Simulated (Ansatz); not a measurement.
# PbSe: energies, forces and stress near the listed structure

How do energy, forces, pressure and gap of PbSe change under further strains and shifts, other functionals? Each case is one self-consistent run.

Computed with Ansatz 0.2.0 (DFT PBE, scalar-relativistic, plane waves, PAW, unless a step's input says otherwise).

### Step 1. Starting point

Symmetry: Fmm2, No. 42, orthorhombic system. The conventional cell has a = 6.236 Å, b = 24.002 Å, c = 6.251 Å, α = 90.00°, β = 90.00°, γ = 90.00°. Pb (site symmetry m) is surrounded by 5 Se at 2.83 to 3.21 Å. Se (site symmetry m) has 5 Pb at 2.83 to 3.21 Å as nearest neighbours.

Coordinates:

```cif
data_structure
_symmetry_space_group_name_H-M 'P 1'
_symmetry_Int_Tables_number 1
_cell_length_a 12.4011
_cell_length_b 4.4149
_cell_length_c 12.3993
_cell_angle_alpha 79.769
_cell_angle_beta 20.509
_cell_angle_gamma 79.722
_cell_volume 233.91
loop_
_atom_site_label
_atom_site_type_symbol
_atom_site_fract_x
_atom_site_fract_y
_atom_site_fract_z
_atom_site_occupancy
Pb1 Pb 0.19073 0.80527 0.19473 1
Pb2 Pb 0.80527 0.19073 0.80927 1
Se1 Se 0.67442 0.29558 0.70442 1
Se2 Se 0.29558 0.67442 0.32558 1
```

The structure comes from the Materials Project (structure only).

### Step 2. A change within a subgroup

The change: strain xx, yy, zz, yz, xz, xy = -2.1, -6.1, +1.8, +0.0, +0.0, -2.0 %; atoms moved by 0.06 Å root mean square, at most 0.07 Å.

File input.yaml:

```yaml
crystal:
  lattice:
    - [-0.2372557962, 11.2647899973, 3.1818562281]
    - [3.0535740928, -0.0616458453, 3.1818562281]
    - [2.8163182966, 11.2031441521, 0.0]
  atoms:
    - { symbol: Pb, position: [0.1864221256, 0.8118202442, 0.1933987094] }
    - { symbol: Pb, position: [0.8118202442, 0.1864221256, 0.8083589208] }
    - { symbol: Se, position: [0.6681600486, 0.2995985816, 0.7129277313] }
    - { symbol: Se, position: [0.2995985816, 0.6681600486, 0.3193136385] }
basis:
  ecutwfc: 420
kpoints:
  mp_grid: { grid: [6, 6, 6] }
hamiltonian:
  xc: pbe
scf:
  occupations: { method: gaussian, width: 0.02 }
output:
  forces: true
  stress: true
  eigenvalues: true
```

On the command line:

```bash
ansatz run input.yaml --threads 1 --pin off --max-ram 1331MiB --backend cpu --events-out ev --progress --plain --runs-dir out
```

### Step 3. Another functional, on a distorted cell: r2SCAN

File input.yaml:

```yaml
crystal:
  lattice:
    - [0.0, 11.6728171633, 3.0488374166]
    - [2.9437839961, 0.0, 3.0488374166]
    - [2.9437839961, 11.6728171633, 0.0]
  atoms:
    - { symbol: Pb, position: [0.1642222632, 0.7868438527, 0.2131561473] }
    - { symbol: Pb, position: [0.7868438527, 0.1642222632, 0.8357777368] }
    - { symbol: Se, position: [0.6853914507, 0.3295434334, 0.6704565666] }
    - { symbol: Se, position: [0.3295434334, 0.6853914507, 0.3146085493] }
basis:
  ecutwfc: 500
kpoints:
  mp_grid: { grid: [6, 6, 6] }
hamiltonian:
  xc: r2scan
scf:
  occupations: { method: gaussian, width: 0.02 }
output:
  forces: true
  stress: true
  eigenvalues: true
```

### Step 4. A distortion of lower symmetry

File input.yaml:

```yaml
crystal:
  lattice:
    - [0.0, 12.0265266782, 2.5812939358]
    - [3.2830700064, -0.18752652, 3.3013418758]
    - [3.2830700064, 12.2140531982, -0.72004794]
  atoms:
    - { symbol: Pb, position: [0.1746924878, 0.7819176815, 0.2180823185] }
    - { symbol: Pb, position: [0.7955173424, 0.1778935755, 0.8221064245] }
    - { symbol: Se, position: [0.7308693644, 0.3382694964, 0.6617305036] }
    - { symbol: Se, position: [0.2649218053, 0.6679202466, 0.3320797534] }
basis:
  ecutwfc: 420
kpoints:
  mp_grid: { grid: [6, 6, 6] }
hamiltonian:
  xc: pbe
scf:
  occupations: { method: gaussian, width: 0.02 }
output:
  forces: true
  stress: true
  eigenvalues: true
  populations: true
```

Q: Predict the outcome of this session. Wanted: for each run, case; energy; pressure; largest force.

The runs gave:

| step | case | energy (meV/atom) | pressure (GPa) | largest force (eV/Å) | gap on the mesh (eV) |
| --- | --- | --- | --- | --- | --- |
| 2 | a change within a subgroup | +0.0 | 1.3 | 0.70 | 1.71 |
| 3 | another functional, on a distorted cell: r2SCAN | n/a | 0.9 | 0.51 | 1.38 |
| 4 | a distortion of lower symmetry | +165.8 | 0.1 | 2.79 | 1.16 |

Energies are counted from step 2, with the smearing taken to zero. Other atoms or functionals have another zero of energy (n/a). 

Among the distorted cells of the listed formula and level the largest force, 2.79 eV/Å, acts on Se4 in step 4. Among the distorted cells of the listed formula and level the gap runs from 1.16 eV to 1.71 eV. These runs have no spin-orbit coupling; with Pb it would split and shift bands.

These are semilocal Kohn-Sham gaps, which aren't the measured quantity. Such gaps usually fall short of the measured ones; spin-orbit coupling, left out here, narrows gaps with Pb, so the two errors partly cancel.
